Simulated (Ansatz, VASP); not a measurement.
## One calculation of Ge, two programs

```xyz
1
Lattice="2.2860 0.0000 0.0000 0.0000 2.2860 0.0000 0.0000 0.0000 2.2860" Properties=species:S:1:pos:R:3 pbc="T T T"
Ge    0.0000    0.0000    0.0000
```

Change from the starting cell: volume scaled by 0.6, PAW files.

Alike in both runs: task single point; functional PBE; k mesh 15 × 15 × 15; occupations fermi-dirac, width 0.08 eV; no spin polarisation.

|  | VASP | Ansatz |
| --- | --- | --- |
| version | VASP 6.6.1 | Ansatz 0.2.0 |
| potentials or method | VASP PAW PBE potentials, release 64 (Ge_d) | PAW with Ansatz's default frozen-core files, scalar-relativistic |
| plane-wave cutoff (eV) | 520 | 420 |
| valence electrons in the cell | 14 | 14 |

|  | VASP | Ansatz | Ansatz less VASP |
| --- | --- | --- | --- |
| pressure (GPa) | 113.8 | 113.5 | -0.27 |

Caveats: the cell as given lies far from equilibrium; so large a pressure means that the cell lies far from this level's equilibrium, or that cutoff or potentials fall short (VASP).
